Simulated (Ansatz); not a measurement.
**diamond against fcc along group 13**

Method: DFT, revPBE, plane waves (420 eV) with PAW, scalar-relativistic (Ansatz). (PAW data from PBE, frozen cores regenerated.)

Each structure is relaxed within its symmetry, in the lowest magnetic state of the tried starts. Differences under about 8 meV lie within the error of the k-point mesh.

```tsv
element	E(diamond) − E(fcc) (meV/atom)	V(diamond) (Å³/atom)	V(fcc) (Å³/atom)	state of diamond	state of fcc
B	-415	8.44	5.96	spin not included	spin not included
Al	735	28.16	16.72	spin not included	spin not included
Ga	248	26.28	19.50	spin not included	spin not included
In	319	39.76	28.40	spin not included	spin not included
Tl	?	?	?	?	?
```

Problem. Fill in the row of Tl.

Solution. E(diamond) − E(fcc) (meV/atom): 316; V(diamond) (Å³/atom): 48.16; V(fcc) (Å³/atom): 32.88; state of diamond: spin not included; state of fcc: spin not included.
